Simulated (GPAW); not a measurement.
# Ni (Fm-3m) in GPAW: further runs, part 2 of 2

GPAW 26.7.0. Earlier steps stand in the parts before.

**3. Single point, PBEsol, collinear spin, ferromagnetic start**

Input file run.py:

```python
from ase.dft.bandgap import bandgap
from ase.io import read, write
from ase.units import GPa
from gpaw import GPAW, PW, setup_paths

setup_paths.insert(0, '.')

atoms = read('Ni.cif')
atoms.set_initial_magnetic_moments([2.0, 2.0, 2.0, 2.0])

calc = GPAW(mode=PW(400),
            xc='PBEsol',
            kpts={'size': (6, 6, 6), 'gamma': True},
            occupations={'name': 'fermi-dirac', 'width': 0.05},
            nbands=54,
            maxiter=120,
            txt='gpaw.txt')
atoms.calc = calc
energy = atoms.get_potential_energy()
forces = atoms.get_forces()
stress = atoms.get_stress()
calc.write('gs.gpw')
write('result.traj', atoms)
print(f'Energy: {energy:.6f} eV')
print('Forces (eV/A):')
print(forces.round(4))
print('Stress (GPa):', (stress / GPa).round(3))
print('Moments:', calc.get_magnetic_moments().round(3))
print('Fermi level:', round(calc.get_fermi_level(), 4), 'eV')
print(f'Gap: {bandgap(calc)[0]:.4f} eV, direct: {bandgap(calc, direct=True)[0]:.4f} eV')
```

Ni.cif is that of step 2.

Potentials or basis: PAW data sets generated in the run's folder for this functional, pw.

On the command line:

```
gpaw-setup -f PBEsol Ni
OMP_NUM_THREADS=1 python run.py
```

gpaw.txt:

```text
__  _  _
 | _ |_)|_||  |
 |__||  | ||/\| - 26.7.0

Input parameters:
  mode=PW(ecut=400.0),
  kpts=MonkhorstPack(size=(6, 6, 6), gamma=True),
  maxiter=120,
  nbands=54,
  occupations=Occupations(name='fermi-dirac', width=0.05),
  xc=XC(name='PBEsol')

Diagonalizing LCAO Hamiltonian
Converting LCAO to pw mode
   .--------.
  /|        |
 * |        |
 |Ni        |
 | .-Ni-----.
 |/   Ni   /
 Ni-------*

Atoms  # Å, Bohr magnetons
|   | symbol |        x |        y |        z |    initial magnetic moments |
|---|--------|----------|----------|----------|-----------------------------|
| 0 |     Ni | 0.000000 | 0.000000 | 0.000000 | ( 0.0000,  0.0000,  2.0000) |
| 1 |     Ni | 0.000000 | 1.737573 | 1.737573 | ( 0.0000,  0.0000,  2.0000) |
| 2 |     Ni | 1.737573 | 0.000000 | 1.737573 | ( 0.0000,  0.0000,  2.0000) |
| 3 |     Ni | 1.737573 | 1.737573 | 0.000000 | ( 0.0000,  0.0000,  2.0000) |

Unit cell  # Å
| periodic |        x |        y |        z |  lengths |    angles |
|----------|----------|----------|----------|----------|-----------|
|      yes | 3.475146 | 0.000000 | 0.000000 | 3.475146 | 90.000000 |
|      yes | 0.000000 | 3.475146 | 0.000000 | 3.475146 | 90.000000 |
|      yes | 0.000000 | 0.000000 | 3.475146 | 3.475146 | 90.000000 |

Number of symmetries: 48
Symmetry operations  # r_c * U_cc + t_c -> r_c
|    | kind |            matrix            |
|----|------|------------------------------|
|  0 |  E   |  1, 0, 0,  0, 1, 0,  0, 0, 1 |
|  1 |  σ   |  1, 0, 0,  0, 1, 0,  0, 0,-1 |
|  2 |  σ   |  1, 0, 0,  0, 0, 1,  0, 1, 0 |
|  3 |  C4  |  1, 0, 0,  0, 0, 1,  0,-1, 0 |
|  4 |  C4  |  1, 0, 0,  0, 0,-1,  0, 1, 0 |
|  5 |  σ   |  1, 0, 0,  0, 0,-1,  0,-1, 0 |
|  6 |  σ   |  1, 0, 0,  0,-1, 0,  0, 0, 1 |
|  7 |  C2  |  1, 0, 0,  0,-1, 0,  0, 0,-1 |
|  8 |  σ   |  0, 1, 0,  1, 0, 0,  0, 0, 1 |
|  9 |  C2  |  0, 1, 0,  1, 0, 0,  0, 0,-1 |
| 10 |  C3  |  0, 1, 0,  0, 0, 1,  1, 0, 0 |
| 11 |  S6  |  0, 1, 0,  0, 0, 1, -1, 0, 0 |
| 12 |  S6  |  0, 1, 0,  0, 0,-1,  1, 0, 0 |
| 13 |  C3  |  0, 1, 0,  0, 0,-1, -1, 0, 0 |
| 14 |  C4  |  0, 1, 0, -1, 0, 0,  0, 0, 1 |
| 15 |  S4  |  0, 1, 0, -1, 0, 0,  0, 0,-1 |
| 16 |  C3  |  0, 0, 1,  1, 0, 0,  0, 1, 0 |
| 17 |  S6  |  0, 0, 1,  1, 0, 0,  0,-1, 0 |
| 18 |  σ   |  0, 0, 1,  0, 1, 0,  1, 0, 0 |
| 19 |  C4  |  0, 0, 1,  0, 1, 0, -1, 0, 0 |
| 20 |  C2  |  0, 0, 1,  0,-1, 0,  1, 0, 0 |
| 21 |  S4  |  0, 0, 1,  0,-1, 0, -1, 0, 0 |
| 22 |  S6  |  0, 0, 1, -1, 0, 0,  0, 1, 0 |
| 23 |  C3  |  0, 0, 1, -1, 0, 0,  0,-1, 0 |
| 24 |  S6  |  0, 0,-1,  1, 0, 0,  0, 1, 0 |
| 25 |  C3  |  0, 0,-1,  1, 0, 0,  0,-1, 0 |
| 26 |  C4  |  0, 0,-1,  0, 1, 0,  1, 0, 0 |
| 27 |  σ   |  0, 0,-1,  0, 1, 0, -1, 0, 0 |
| 28 |  S4  |  0, 0,-1,  0,-1, 0,  1, 0, 0 |
| 29 |  C2  |  0, 0,-1,  0,-1, 0, -1, 0, 0 |
| 30 |  C3  |  0, 0,-1, -1, 0, 0,  0, 1, 0 |
| 31 |  S6  |  0, 0,-1, -1, 0, 0,  0,-1, 0 |
| 32 |  C4  |  0,-1, 0,  1, 0, 0,  0, 0, 1 |
| 33 |  S4  |  0,-1, 0,  1, 0, 0,  0, 0,-1 |
| 34 |  S6  |  0,-1, 0,  0, 0, 1,  1, 0, 0 |
| 35 |  C3  |  0,-1, 0,  0, 0, 1, -1, 0, 0 |
| 36 |  C3  |  0,-1, 0,  0, 0,-1,  1, 0, 0 |
| 37 |  S6  |  0,-1, 0,  0, 0,-1, -1, 0, 0 |
| 38 |  σ   |  0,-1, 0, -1, 0, 0,  0, 0, 1 |
| 39 |  C2  |  0,-1, 0, -1, 0, 0,  0, 0,-1 |
| 40 |  σ   | -1, 0, 0,  0, 1, 0,  0, 0, 1 |
| 41 |  C2  | -1, 0, 0,  0, 1, 0,  0, 0,-1 |
| 42 |  C2  | -1, 0, 0,  0, 0, 1,  0, 1, 0 |
| 43 |  S4  | -1, 0, 0,  0, 0, 1,  0,-1, 0 |
| 44 |  S4  | -1, 0, 0,  0, 0,-1,  0, 1, 0 |
| 45 |  C2  | -1, 0, 0,  0, 0,-1,  0,-1, 0 |
| 46 |  C2  | -1, 0, 0,  0,-1, 0,  0, 0, 1 |
| 47 |  i   | -1, 0, 0,  0,-1, 0,  0, 0,-1 |

BZ-sampling:
  Number of BZ points: 216
  Number of IBZ points: 20

  Monkhorst-Pack size: [6, 6, 6]
  Monkhorst-Pack shift: [0.08333333333333333, 0.08333333333333333, 0.08333333333333333]

K-points  # in reciprocal-cell coordinates
|     |                                coordinates |     weight |
|-----|--------------------------------------------|------------|
|   0 | (  0.00000000,   0.00000000,   0.00000000) | 0.00462963 |
|   1 | (  0.16666667,   0.00000000,   0.00000000) | 0.02777778 |
|   2 | (  0.16666667,   0.16666667,   0.00000000) | 0.05555556 |
|   3 | (  0.16666667,   0.16666667,   0.16666667) | 0.03703704 |
|   4 | (  0.33333333,   0.00000000,   0.00000000) | 0.02777778 |
|   5 | (  0.33333333,   0.16666667,   0.00000000) | 0.11111111 |
|   6 | (  0.33333333,   0.16666667,   0.16666667) | 0.11111111 |
|   7 | (  0.33333333,   0.33333333,   0.00000000) | 0.05555556 |
|   8 | (  0.33333333,   0.33333333,   0.16666667) | 0.11111111 |
|   9 | (  0.33333333,   0.33333333,   0.33333333) | 0.03703704 |
| ... |                                            |            |
|  19 | (  0.50000000,   0.50000000,   0.50000000) | 0.00462963 |

Plane wave coefficients: 784
Cutoff: 400.0 eV

Spin-components: 2 (collinear spins)
Bands:           54
Projectors:      24
Spin-degeneracy: 1
Datatype:        complex128

Parallelization:
  kpt:    1
  domain: 1
  band:   1

Density:
  Valence electrons: 64.0
  Components: 2
  Grid points: [18 18 18]
  Charge: 0.0  # |e|

Potential:
  Grid points: [18 18 18]

species:
  Ni:
    name:    Nickel
    Z:       28.0
    valence: 16
    core:    12
    charge:  0.0  # [|e|]
    compensation charges:
      type: gauss
      rc: 0.36  # [Å]
      lmax: 2
    cutoffs:
      filter: 2.14  # [Å]
      core: 1.98  # [Å]
    projectors
    | kind |    occ | energy [eV] | rcut [Å] |
    |------|--------|-------------|----------|
    |   4s |  2.000 |      -5.661 |    1.164 |
    |   3p |  6.000 |     -71.261 |    1.207 |
    |   4p |  0.000 |      -1.193 |    1.207 |
    |   3d |  8.000 |      -8.901 |    1.138 |
    |    s |        |      21.550 |    1.164 |
    |    d |        |      18.310 |    1.138 |

    Using partial waves for Ni as LCAO basis

Reference energy: -165330.355321  # eV

eigensolver:
  PPCG
  Converge bands: occupied
  niter=2

density mixing:
  MSR1-Mixer
  Pratt-step length: 0.05
  Maximum mixing coefficient: 0.75
  Old densities: 10
  SVD Regularization: 0.005
  Good broyden scale: 1.0
  Trust region scale: 1.0
  Backstep threshold: 4.0
  History deletion threshold: 6.0
  Fourier metric: weight=20.0, sigma=0.015

occupation numbers:
  Fermi-Dirac:
    width: 0.0500  # eV

poisson solver:
  ecut: 3200.0  # eV

xc functional:
  name: PBEsol with 2 nearest neighbor stencil

convergence criteria:
- Maximum [total energy] change in last 3 cyles: 0.0005 eV / valence electron
- Maximum integral of absolute [dens]ity change: 0.0001 electrons / valence electron
- Maximum integral of absolute [eigenst]ate change: 4e-08 eV^2 / valence electron
maximum number of iterations: 120

SCF iterations
|iter     | |      energy | eigst |  dens |  magmom |
|---------|-|-------------|-------|-------|---------|
|iter:   1| |  -29.974288 | +0.42 |       |  +8.0066|
|iter:   2| |  -30.241489 | -1.31 | -1.09 |  +7.7894|
|iter:   3| |  -32.602726 | -1.97 | -1.12 |  +5.3858|
|iter:   4| |  -31.638383 | -2.09 | -1.04 |  +4.1263|
|iter:   5| |  -33.856746 | -2.11 | -1.45 |  +3.1821|
|iter:   6| |  -31.640470 | -2.27 | -1.22 |  +2.5115|
|iter:   7| |  -31.626460 | -3.69 | -1.86 |  +2.6425|
|iter:   8| |  -31.631873c| -4.16 | -2.27 |  +2.7274|
|iter:   9| |  -31.632781c| -4.62 | -2.65 |  +2.7644|
|iter:  10| |  -31.632762c| -6.15 | -3.27 |  +2.7715|
|iter:  11| |  -31.632734c| -6.73 | -3.63 |  +2.7775|
|iter:  12| |  -31.632737c| -7.73c| -4.83c|  +2.7783|

Converged in 12 steps
Energy contributions relative to reference atoms: (reference = -165330.355321)

Energy contributions:
  Kinetic:          23.999620
  Coulomb:         -16.215686
  Zero:              0.438493
  External:          0.000000
  Xc:              -39.830488
  Entropy:          -0.049353
  Spinorbit:         0.000000
  ----------------------------
  Free energy:     -31.657414
  Extrapolated:    -31.632737

dipole moment: (-14.308123, -14.308123, -14.308123)  # |e|*Ang

Total magnetic moment: (0.000000, 0.000000, 2.778299)

Local magnetic moments
|        x |        y |        z |
|----------|----------|----------|
| 0.000000 | 0.000000 | 0.727651 |  # Ni   0
| 0.000000 | 0.000000 | 0.727679 |  # Ni   1
| 0.000000 | 0.000000 | 0.727679 |  # Ni   2
| 0.000000 | 0.000000 | 0.727679 |  # Ni   3

Fermi level: 8.877
Eigenvalues  # (at kpt = [0.000, 0.000, 0.000])
| band index |      eig [eV] | occ [0-1] |      eig [eV] | occ [0-1] |
|------------|---------------|-----------|---------------|-----------|
|          0 |       -55.276 |     1.000 |       -54.394 |     1.000 |
|        ... |               |           |               |           |
|         21 |         6.245 |     1.000 |         7.048 |     1.000 |
|         22 |         7.508 |     1.000 |         8.200 |     1.000 |
|         23 |         7.508 |     1.000 |         8.200 |     1.000 |
|         24 |         8.285 |     1.000 |         9.011 |     0.064 |
|         25 |         8.285 |     1.000 |         9.011 |     0.064 |
|         26 |         8.285 |     1.000 |         9.011 |     0.064 |
|         27 |         8.393 |     1.000 |         9.326 |     0.000 |
|         28 |         8.393 |     1.000 |         9.326 |     0.000 |
|         29 |         8.393 |     1.000 |         9.326 |     0.000 |
|         30 |         8.393 |     1.000 |         9.326 |     0.000 |
|         31 |         8.393 |     1.000 |         9.326 |     0.000 |
|         32 |         8.393 |     1.000 |         9.326 |     0.000 |
|         33 |        11.088 |     0.000 |        11.084 |     0.000 |
|         34 |        11.088 |     0.000 |        11.084 |     0.000 |
|         35 |        11.088 |     0.000 |        11.084 |     0.000 |
|        ... |               |           |               |           |
|         53 |        36.685 |     0.000 |        36.694 |     0.000 |

No gap
No difference between direct/indirect transitions

Forces  # eV/Ang
|        x |        y |        z |
|----------|----------|----------|
| -0.00000 | -0.00000 | -0.00000 |  # Ni   0
| -0.00000 |  0.00000 |  0.00000 |  # Ni   1
|  0.00000 | -0.00000 | -0.00000 |  # Ni   2
| -0.00000 |  0.00000 | -0.00000 |  # Ni   3

Stress tensor  # eV/Ang^3
|        x |        y |        z |
|----------|----------|----------|
| 0.010821 | 0.000000 | 0.000000 |
| 0.000000 | 0.010821 | 0.000000 |
| 0.000000 | 0.000000 | 0.010821 |

# Writing to gs.gpw (mode='')
```

Wall time 57 s (1 thread of Arm Neoverse V1, shared host); peak memory 0.17 GiB.

The run converged, but some of its settings lie outside the range that counts as converged, so its numbers aren't taken as properties of the crystal.

What came out:

```yaml
Free_energy: -31.6574 eV
Pressure: -1.7 GPa
Band_gap_on_the_k_mesh: none (metal or under the smearing width)
Net_moment: 2.78 μB per cell
Site_moments: Ni +0.73 μB
```

Caveat: the cutoff is short for stress and forces, so pressures can be off by a GPa or more; the stock nickel data set gives pressures a few GPa off other programs.

**4. Single point, LDA, collinear spin, ferromagnetic start**

Changes to run.py since step 3:

```diff
@@ -3,14 +3,12 @@
 from ase.units import GPa
-from gpaw import GPAW, PW, setup_paths
+from gpaw import GPAW, PW
 
-setup_paths.insert(0, '.')
+atoms = read('Ni.xyz')
+atoms.set_initial_magnetic_moments([2.0])
 
-atoms = read('Ni.cif')
-atoms.set_initial_magnetic_moments([2.0, 2.0, 2.0, 2.0])
-
-calc = GPAW(mode=PW(400),
-            xc='PBEsol',
-            kpts={'size': (6, 6, 6), 'gamma': True},
+calc = GPAW(mode=PW(500),
+            xc='LDA',
+            kpts={'size': (11, 11, 11), 'gamma': True},
             occupations={'name': 'fermi-dirac', 'width': 0.05},
-            nbands=54,
+            nbands=17,
             maxiter=120,
```

Input file Ni.xyz:

```xyz
1
Lattice="0.0000000000 1.7375729330 1.7375729330 1.7375729330 0.0000000000 1.7375729330 1.7375729330 1.7375729330 0.0000000000" Properties=species:S:1:pos:R:3 pbc="T T T"
Ni     0.0000000000      0.0000000000      0.0000000000
```

Potentials or basis: the program's PAW data sets (release 1.2.1) made for this functional, pw.

On the command line:

```
OMP_NUM_THREADS=1 python run.py
```

Run time: 17 s. Hardware: 1 thread of Arm Neoverse V1, shared host; peak memory 0.13 GiB.

It converged, with:

```
Free energy            : -8.4290 eV
Pressure               : -9.1 GPa
Band gap on the k mesh : none (metal or under the smearing width)
Net moment             : 0.57 μB per cell
Site moments           : Ni +0.60 μB
```

Levels at points of the mesh, in eV from the Fermi level:
Spin up:
| k point | band 5 | band 6 | band 7 | band 8 | band 9 | band 10 | band 11 | band 12 |
| --- | --- | --- | --- | --- | --- | --- | --- | --- |
| (0.00, 0.00, 0.00) | -2.51 | -2.51 | -2.51 | -1.27 | -1.27 | 24.01 | 27.82 | 27.82 |
Spin down:
```tsv
k point	band 5	band 6	band 7	band 8	band 9	band 10	band 11	band 12
(0.00, 0.00, 0.00)	-1.89	-1.89	-1.89	-0.69	-0.69	23.95	27.85	27.85
```

Caveat: the cutoff is short for stress and forces, so pressures can be off by a GPa or more; the stock nickel data set gives pressures a few GPa off other programs.
